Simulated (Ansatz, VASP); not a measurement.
## Sn in VASP and in Ansatz

```
CELL_PARAMETERS angstrom
0.00000 3.11578 3.50525
3.11578 0.00000 3.50525
3.11578 3.11578 0.00000
ATOMIC_POSITIONS crystal
Sn 0.50000 0.50000 0.50000
Sn 0.75000 0.75000 0.75000
```

Change from the starting cell: strain -0.040 along x and y, +0.080 along z, atoms carried along.

Alike in both runs: task single point; functional PBE; k mesh 12 × 12 × 12; occupations gaussian, width 0.15 eV; no spin polarisation.

```csv
,VASP,Ansatz
version,VASP 6.6.1,Ansatz 0.2.0
potentials or method,"VASP PAW PBE potentials, release 64 (Sn_d)","scalar-relativistic, plane waves, PAW"
plane-wave cutoff (eV),520,420
valence electrons in the cell,28,28
```

VASP gave:

```
gap on the k mesh at the Fermi level (eV)       : none
pressure (GPa)                                  : 3.3
largest component of the traceless stress (GPa) : 2.69
```

Problem. Estimate Ansatz's values.

Solution. gap on the k mesh at the Fermi level (eV): none; pressure (GPa): 3.4; largest component of the traceless stress (GPa): 2.69.

A gap of «none» marks a metal or a gap that the smearing closes. The functional is the same, so the differences come from potentials, cutoffs and numerics.
